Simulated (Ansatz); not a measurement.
# Platinum, simple cubic under PBE: ground state and equation of state, part 2 of 2

What does PBE give for platinum in the simple cubic structure? We relax it, solve it on a dense k-mesh, switch on spin-orbit coupling, then scale the cell to 7 volumes from 88 to 112 % of the relaxed one and try a fit of the equation of state. The k-meshes are 12×12×12 for the relaxation; 20×20×20 for the dense run; 12×12×12 for spin-orbit coupling; 13×13×13 for the volumes.

Ansatz 0.2.0; DFT, PBE, plane waves (420 eV) with PAW, scalar-relativistic. The steps go on from the part before.

**6. The cell scaled to 92 % of its volume**

This is Pt in the simple cubic structure; at room conditions it is fcc.

input.yaml reads:

```yaml
crystal:
  lattice:
    - [2.553576302, 0.0, 0.0]
    - [0.0, 2.553576302, 0.0]
    - [0.0, 0.0, 2.553576302]
  atoms:
    - { symbol: Pt, position: [0.0, 0.0, 0.0] }
hamiltonian:
  xc: pbe
  pseudopotentials:
    kind: paw
    azcp:
      Pt: "pseudopotentials/Pt.paw.azcp"
basis:
  ecutwfc: 420
  fft_grid_basis: typed
kpoints:
  mp_grid: { grid: [13, 13, 13], shift: [0, 0, 0] }
magnetization:
  spin_polarized: false
scf:
  occupations: { method: fermi_dirac, width: 0.1 }
  lower_state_search: "off"
output:
  stress: true
  write_density: true
  write_potential: true
  elf: true
  volumetric_format: npy
```

The run is started by

```bash
ansatz run input.yaml --threads 1 --pin off --max-ram 3584MiB --backend cpu --events-out ev --progress --plain --runs-dir out
```

Standard output, shortened:

```text
[...]
Pseudopotentials: kind: paw
Pseudopotential: Pt, paw, valence charge 18, recommended cutoff 420 eV (normal), <dir>
Functional definition: PBE
[...]
Crystal: 1 atoms, lattice volume = 16.651 Å³
Basis set: ecut = 420 eV, 341 PW (Γ)
Bands: 13, of which v1, the nominal top of the filled ones, is band 9 counted from 1 (8 counted from 0)
Symmetry: 48 space group operations
Space group: Pm-3m (ITA 221), of the structure as read, at distance tolerance 2.6e-5 Å
k-points: 84 of 2197
[...]
SCF iter   1: F=—  HF=-12522.510176 eV  |F-HF|=—  |Δ(HF+E_count)|=         —  Δρ=6.22e-3  dr2=2.32e-3  ethr=1.77e-3  ⟨swp⟩=4.9  Hψ=5944  notcnv=0
[...]
SCF iter   6: F=-12522.510260 eV  HF=-12522.510260 eV  |F-HF|=2.88e-9  |Δ(HF+E_count)|=   6.58e-8  Δρ=7.13e-6  dr2=5.15e-9  ethr=5.56e-10  ⟨swp⟩=7.6  Hψ=6239  notcnv=0
[...]
SCF converged after 6 iterations
Free energy (F): -12522.510260 eV
[...]
E sigma→0 (E₀):  -12522.492054 eV
Entropy (-TS):   -0.036412 eV (-36.412 meV/atom)
Fermi energy:    20.542370 eV
[...]
--- Stress (GPa, compression-positive) ---
       19.053727       0.000000       0.000000
        0.000000      19.053727       0.000000
        0.000000       0.000000      19.053727
  P = ⅓ Tr σ = 19.0537 GPa (190.537 kbar)
--- Band table (eV; the first three rows and the last of 84) ---
  k-point 0: bands = ["-77.8088", "-31.7603", "-31.7603", "-31.7603", "11.3587", "14.1605", "14.1605", "20.8726", "20.8726", "20.8726", "36.1279", "36.1279", "36.1279"]
[...]
```

Wall time 2.9 s (1 thread of Intel Xeon Platinum 8259CL at 2.50GHz (Skylake/Cascade Lake), shared host); peak memory 0.47 GiB.

Density in a lattice plane of the grid's cell (edges 2.55 and 2.55 Å, at 0.000 of the third edge), which holds Pt.

Ten even steps from '0' (0.17 e/Å³) to '9' (12.05 e/Å³):
```
998764321000000012346789
887654211000000011245678
766543210000000001234566
554432110000000001123445
333221100000000000112233
111110000000000000001111
110000000000000000000001
000000000000000000000000
000000000000000000000000
000000000000000000000000
000000000000000000000000
000000000000000000000000
110000000000000000000001
111110000000000000001111
333221100000000000112233
554432110000000001123445
766543210000000001234566
887654211000000011245678
998764321000000012346789
999765321000000012356799
```
Columns run along the first of these edges and rows up along the second, over one cell in 24 and 20 even steps from the bottom left corner. Atoms in the plane (fractional): Pt at (0.00, 0.00).

ELF in the same plane.

Ten even steps from '0' (0.16) to '9' (0.68):
```
999998754222222245789999
999998754222222245789999
999998653222222235689999
888877543222222234577888
777665432221112223456677
555444322111111122344455
333332221110001112223333
222222211100000111222222
222222111000000011122222
222222111000000011122222
222222111000000011122222
222222211100000111222222
333332221110001112223333
555444322111111122344455
777665432221112223456677
888877543222222234577888
999998653222222235689999
999998754222222245789999
999998754222222245789999
999998754222222245789999
```
Columns run along the first of these edges and rows up along the second, over one cell in 24 and 20 even steps from the bottom left corner. Atoms in the plane (fractional): Pt at (0.00, 0.00).

Both are smooth fields of the valence electrons: close to the nuclei they are not physical.

**7. The cell scaled to 96 % of its volume**

Edit input.yaml of step 6 so:

```diff
@@ -2,5 +2,5 @@
   lattice:
-    - [2.553576302, 0.0, 0.0]
-    - [0.0, 2.553576302, 0.0]
-    - [0.0, 0.0, 2.553576302]
+    - [2.5900608927, 0.0, 0.0]
+    - [0.0, 2.5900608927, 0.0]
+    - [0.0, 0.0, 2.5900608927]
   atoms:
```

The run is started by

```bash
ansatz run input.yaml --threads 1 --pin off --max-ram 3584MiB --backend cpu --events-out ev --progress --plain --runs-dir out
```

Standard output, shortened:

```text
[...]
[... 3 set-up lines as earlier in the session ...]
[...]
Crystal: 1 atoms, lattice volume = 17.375 Å³
Basis set: ecut = 420 eV, 341 PW (Γ)
Bands: 13, of which v1, the nominal top of the filled ones, is band 9 counted from 1 (8 counted from 0)
[... 2 set-up lines as earlier in the session ...]
k-points: 84 of 2197
[...]
SCF iter   1: F=—  HF=-12522.570594 eV  |F-HF|=—  |Δ(HF+E_count)|=         —  Δρ=5.93e-3  dr2=2.27e-3  ethr=1.77e-3  ⟨swp⟩=4.9  Hψ=5823  notcnv=0
[...]
SCF iter   6: F=-12522.570844 eV  HF=-12522.570844 eV  |F-HF|=4.04e-9  |Δ(HF+E_count)|=   7.90e-8  Δρ=7.59e-6  dr2=6.55e-9  ethr=5.56e-10  ⟨swp⟩=7.9  Hψ=6511  notcnv=0
[...]
SCF converged after 6 iterations
Free energy (F): -12522.570844 eV
[...]
E sigma→0 (E₀):  -12522.551106 eV
Entropy (-TS):   -0.039475 eV (-39.475 meV/atom)
Fermi energy:    19.376560 eV
[...]
--- Stress (GPa, compression-positive) ---
        8.225081       0.000000       0.000000
        0.000000       8.225081       0.000000
       -0.000000       0.000000       8.225081
  P = ⅓ Tr σ = 8.2251 GPa (82.251 kbar)
--- Band table (eV; the first three rows and the last of 84) ---
  k-point 0: bands = ["-78.8354", "-32.8161", "-32.8161", "-32.8161", "10.6024", "13.3794", "13.3794", "19.6695", "19.6695", "19.6695", "34.7313", "34.7313", "34.7313"]
[...]
```

Run time: 3 s. Hardware: 1 thread of Intel Xeon Platinum 8259CL at 2.50GHz (Skylake/Cascade Lake), shared host; peak memory 0.46 GiB.

**8. The cell scaled to 100 % of its volume**

Edit input.yaml of step 7 so:

```diff
@@ -2,5 +2,5 @@
   lattice:
-    - [2.5900608927, 0.0, 0.0]
-    - [0.0, 2.5900608927, 0.0]
-    - [0.0, 0.0, 2.5900608927]
+    - [2.6255455883, 0.0, 0.0]
+    - [0.0, 2.6255455883, 0.0]
+    - [0.0, 0.0, 2.6255455883]
   atoms:
@@ -25,5 +25 @@
   stress: true
-  write_density: true
-  write_potential: true
-  elf: true
-  volumetric_format: npy
```

The run is started by

```bash
ansatz run input.yaml --threads 1 --pin off --max-ram 3584MiB --backend cpu --events-out ev --progress --plain --runs-dir out
```

Standard output, shortened:

```text
[...]
[... 3 set-up lines as earlier in the session ...]
[...]
Crystal: 1 atoms, lattice volume = 18.099 Å³
Basis set: ecut = 420 eV, 365 PW (Γ)
Bands: 13, of which v1, the nominal top of the filled ones, is band 9 counted from 1 (8 counted from 0)
[... 2 set-up lines as earlier in the session ...]
k-points: 84 of 2197
[...]
SCF iter   1: F=—  HF=-12522.587954 eV  |F-HF|=—  |Δ(HF+E_count)|=         —  Δρ=5.59e-3  dr2=2.05e-3  ethr=1.77e-3  ⟨swp⟩=4.8  Hψ=5772  notcnv=0
[...]
SCF iter   6: F=-12522.588331 eV  HF=-12522.588331 eV  |F-HF|=5.14e-9  |Δ(HF+E_count)|=   1.07e-7  Δρ=8.18e-6  dr2=8.08e-9  ethr=5.56e-10  ⟨swp⟩=4.0  Hψ=3519  notcnv=0
[...]
SCF converged after 6 iterations
Free energy (F): -12522.588331 eV
[...]
E sigma→0 (E₀):  -12522.567057 eV
Entropy (-TS):   -0.042549 eV (-42.549 meV/atom)
Fermi energy:    18.310042 eV
[...]
--- Stress (GPa, compression-positive) ---
       -0.123866       0.000000       0.000000
       -0.000000      -0.123866       0.000000
        0.000000       0.000000      -0.123866
  P = ⅓ Tr σ = -0.1239 GPa (-1.239 kbar)
```

Wall time 1.8 s (1 thread of Intel Xeon Platinum 8259CL at 2.50GHz (Skylake/Cascade Lake), shared host); peak memory 0.47 GiB.

**9. The cell scaled to 104 % of its volume**

Edit input.yaml of step 8 so:

```diff
@@ -2,5 +2,5 @@
   lattice:
-    - [2.6255455883, 0.0, 0.0]
-    - [0.0, 2.6255455883, 0.0]
-    - [0.0, 0.0, 2.6255455883]
+    - [2.660096203, 0.0, 0.0]
+    - [0.0, 2.660096203, 0.0]
+    - [0.0, 0.0, 2.660096203]
   atoms:
```

The run is started by

```bash
ansatz run input.yaml --threads 1 --pin off --max-ram 3584MiB --backend cpu --events-out ev --progress --plain --runs-dir out
```

Standard output, shortened:

```text
[...]
[... 3 set-up lines as earlier in the session ...]
[...]
Crystal: 1 atoms, lattice volume = 18.823 Å³
Basis set: ecut = 420 eV, 365 PW (Γ)
Bands: 13, of which v1, the nominal top of the filled ones, is band 9 counted from 1 (8 counted from 0)
[... 1 set-up line as earlier in the session ...]
Space group: Pm-3m (ITA 221), of the structure as read, at distance tolerance 2.7e-5 Å
k-points: 84 of 2197
[...]
SCF iter   1: F=—  HF=-12522.572186 eV  |F-HF|=—  |Δ(HF+E_count)|=         —  Δρ=5.17e-3  dr2=1.72e-3  ethr=1.77e-3  ⟨swp⟩=4.8  Hψ=5766  notcnv=0
[...]
SCF iter   6: F=-12522.572622 eV  HF=-12522.572622 eV  |F-HF|=7.74e-9  |Δ(HF+E_count)|=   1.22e-7  Δρ=9.54e-6  dr2=1.16e-8  ethr=5.56e-10  ⟨swp⟩=4.0  Hψ=3551  notcnv=0
[...]
SCF converged after 6 iterations
Free energy (F): -12522.572622 eV
[...]
E sigma→0 (E₀):  -12522.550063 eV
Entropy (-TS):   -0.045117 eV (-45.117 meV/atom)
Fermi energy:    17.329682 eV
[...]
--- Stress (GPa, compression-positive) ---
       -6.552673      -0.000000       0.000000
        0.000000      -6.552673       0.000000
        0.000000       0.000000      -6.552673
  P = ⅓ Tr σ = -6.5527 GPa (-65.527 kbar)
```

It took 2 s on 1 thread of Intel Xeon Platinum 8259CL at 2.50GHz (Skylake/Cascade Lake), shared host; peak memory 0.46 GiB.

**10. The cell scaled to 108 % of its volume**

Edit input.yaml of step 9 so:

```diff
@@ -2,5 +2,5 @@
   lattice:
-    - [2.660096203, 0.0, 0.0]
-    - [0.0, 2.660096203, 0.0]
-    - [0.0, 0.0, 2.660096203]
+    - [2.6937718818, 0.0, 0.0]
+    - [0.0, 2.6937718818, 0.0]
+    - [0.0, 0.0, 2.6937718818]
   atoms:
```

The run is started by

```bash
ansatz run input.yaml --threads 1 --pin off --max-ram 3584MiB --backend cpu --events-out ev --progress --plain --runs-dir out
```

Standard output, shortened:

```text
[...]
[... 3 set-up lines as earlier in the session ...]
[...]
Crystal: 1 atoms, lattice volume = 19.547 Å³
Basis set: ecut = 420 eV, 389 PW (Γ)
Bands: 13, of which v1, the nominal top of the filled ones, is band 9 counted from 1 (8 counted from 0)
[... 2 set-up lines as earlier in the session ...]
k-points: 84 of 2197
[...]
SCF iter   1: F=—  HF=-12522.530827 eV  |F-HF|=—  |Δ(HF+E_count)|=         —  Δρ=4.71e-3  dr2=1.44e-3  ethr=1.77e-3  ⟨swp⟩=4.8  Hψ=5719  notcnv=0
[...]
SCF iter   6: F=-12522.531301 eV  HF=-12522.531301 eV  |F-HF|=7.33e-9  |Δ(HF+E_count)|=   1.13e-7  Δρ=9.14e-6  dr2=1.07e-8  ethr=5.56e-10  ⟨swp⟩=4.0  Hψ=3531  notcnv=0
[...]
SCF converged after 6 iterations
Free energy (F): -12522.531301 eV
[...]
E sigma→0 (E₀):  -12522.507671 eV
Entropy (-TS):   -0.047261 eV (-47.261 meV/atom)
Fermi energy:    16.422033 eV
[...]
--- Stress (GPa, compression-positive) ---
      -11.522234      -0.000000       0.000000
       -0.000000     -11.522234       0.000000
        0.000000       0.000000     -11.522234
  P = ⅓ Tr σ = -11.5222 GPa (-115.222 kbar)
```

Wall time 2.3 s (1 thread of Intel Xeon Platinum 8259CL at 2.50GHz (Skylake/Cascade Lake), shared host); peak memory 0.46 GiB.

**11. The cell scaled to 112 % of its volume**

Edit input.yaml of step 10 so:

```diff
@@ -2,5 +2,5 @@
   lattice:
-    - [2.6937718818, 0.0, 0.0]
-    - [0.0, 2.6937718818, 0.0]
-    - [0.0, 0.0, 2.6937718818]
+    - [2.7266259963, 0.0, 0.0]
+    - [0.0, 2.7266259963, 0.0]
+    - [0.0, 0.0, 2.7266259963]
   atoms:
```

The run is started by

```bash
ansatz run input.yaml --threads 1 --pin off --max-ram 3584MiB --backend cpu --events-out ev --progress --plain --runs-dir out
```

Standard output, shortened:

```text
[...]
[... 3 set-up lines as earlier in the session ...]
[...]
Crystal: 1 atoms, lattice volume = 20.271 Å³
Basis set: ecut = 420 eV, 389 PW (Γ)
Bands: 13, of which v1, the nominal top of the filled ones, is band 9 counted from 1 (8 counted from 0)
[... 2 set-up lines as earlier in the session ...]
k-points: 84 of 2197
[...]
SCF iter   1: F=—  HF=-12522.469729 eV  |F-HF|=—  |Δ(HF+E_count)|=         —  Δρ=4.22e-3  dr2=1.22e-3  ethr=1.77e-3  ⟨swp⟩=4.9  Hψ=5689  notcnv=0
[...]
SCF iter   6: F=-12522.470208 eV  HF=-12522.470208 eV  |F-HF|=5.02e-9  |Δ(HF+E_count)|=   8.24e-8  Δρ=7.88e-6  dr2=7.80e-9  ethr=5.56e-10  ⟨swp⟩=4.0  Hψ=3467  notcnv=0
[...]
SCF converged after 6 iterations
Free energy (F): -12522.470208 eV
[...]
E sigma→0 (E₀):  -12522.445499 eV
Entropy (-TS):   -0.049418 eV (-49.418 meV/atom)
Fermi energy:    15.578605 eV
[...]
--- Stress (GPa, compression-positive) ---
      -15.349915      -0.000000       0.000000
        0.000000     -15.349915      -0.000000
        0.000000      -0.000000     -15.349915
  P = ⅓ Tr σ = -15.3499 GPa (-153.499 kbar)
```

Wall time 1.3 s (1 thread of Intel Xeon Platinum 8259CL at 2.50GHz (Skylake/Cascade Lake), shared host); peak memory 0.46 GiB.

**12. Fitting the volumes**

All volumes keep the relaxed shape and fractional coordinates.

```tsv
V (Å³/atom)	E − E₀ (meV/atom)	P from the stress (GPa)	P from the fit (GPa)
15.927	190.1	33.03	32.76
16.651	75.2	19.05	18.72
17.375	16.1	8.23	7.90
18.099	0.1	-0.12	-0.43
18.823	17.1	-6.55	-6.84
19.547	59.5	-11.52	-11.76
20.271	121.7	-15.35	-15.51
```

A third-order Birch-Murnaghan fit gives V₀ = 18.057 Å³/atom, B₀ = 185 GPa and B₀′ = 5.5; it misses no point by more than 0.11 meV/atom.

The fit is made to E(σ → 0), while the stress belongs to the free energy F; that is one source of the offset between the two pressures.

**13. What came out**

What follows sums up all 2 parts.

```
                      quantity                         value
space group (spins left aside)               Pm-3m (No. 221)
             conventional cell                   a = 2.626 Å
                        volume                18.099 Å³/atom
             shortest distance                       2.626 Å
               gap on the mesh  none (levels filled in part)
               relative to fcc                 +459 meV/atom
                   V₀, B₀, B₀′  18.057 Å³/atom, 185 GPa, 5.5
```

What this shows: From the guessed start the volume grew by 11.0 % in 6 steps. Against the reference form of platinum (fcc, computed apart with the same settings) it stands 459 meV/atom higher, so it is far from stable. No gap shows: it is a metal or semimetal at this level. The total energy of the spin-orbit run lies -34.6 eV/atom from the scalar one, but the two kinds of run don't share a zero of energy: only differences within one kind count. The fitted modulus is 185 GPa. The symmetry was held, so the structure may be unstable against distortions that break it.
